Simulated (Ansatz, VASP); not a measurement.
# S: VASP beside Ansatz

Contents of INCAR:

```
  PREC = Accurate
  ENCUT = 520
  EDIFF = 1E-6
  ISMEAR = 0
  SIGMA = 0.15
  LREAL = False
  LASPH = True
  NELM = 80
  ALGO = Normal
  ISIF = 2
  LWAVE = False
  LCHARG = True
  GGA = PE
  IVDW = 12
  LELF = True
  LVHAR = True
  NBANDS = 9
```

Contents of KPOINTS:

```
Automatic mesh
0
Gamma
  20 20 20
```

The input POSCAR:

```
S
1.0
    0.0000000000      1.9943503440      1.9943503440
    2.0541808543      0.0000000000      1.9943503440
    2.0541808543      1.9943503440      0.0000000000
S
1
Direct
    0.0000000000      0.0000000000      0.0000000000
```

Input for Ansatz:

```yaml
crystal:
  lattice:
    - [0.0, 1.994350344, 1.994350344]
    - [2.0541808543, 0.0, 1.994350344]
    - [2.0541808543, 1.994350344, 0.0]
  atoms:
    - { symbol: S, position: [0.0, 0.0, 0.0] }
basis:
  ecutwfc: 420
kpoints:
  mp_grid: { grid: [20, 20, 20] }
hamiltonian:
  xc: pbe
  dispersion: d3bj
scf:
  occupations: { method: gaussian, width: 0.15 }
output:
  forces: true
  stress: true
  eigenvalues: true
```

Change from the starting cell: strain +0.0300 x Voigt [1, 0, 0, 0, 0, 0], atoms carried along.

Alike in both runs: task single point; functional PBE; dispersion D3(BJ); k mesh 20 × 20 × 20; occupations gaussian, width 0.15 eV; no spin polarisation.

|  | VASP | Ansatz |
| --- | --- | --- |
| version | VASP 6.6.1 | Ansatz 0.2.0 |
| potentials or method | VASP PAW PBE potentials, release 64 (S) | scalar-relativistic, plane waves, PAW |
| plane-wave cutoff (eV) | 520 | 420 |
| valence electrons in the cell | 6 | 6 |

VASP gave:

* gap on the k mesh at the Fermi level (eV): none
* pressure (GPa): -6.0
* largest component of the traceless stress (GPa): 1.73

Task: What did Ansatz give for the same quantities?

Result: gap on the k mesh at the Fermi level (eV): none; pressure (GPa): -5.8; largest component of the traceless stress (GPa): 1.73.

A gap of «none» marks a metal or a gap that the smearing closes.

Caveats: pairwise dispersion overbinds metals, which lowers pressure and volume.
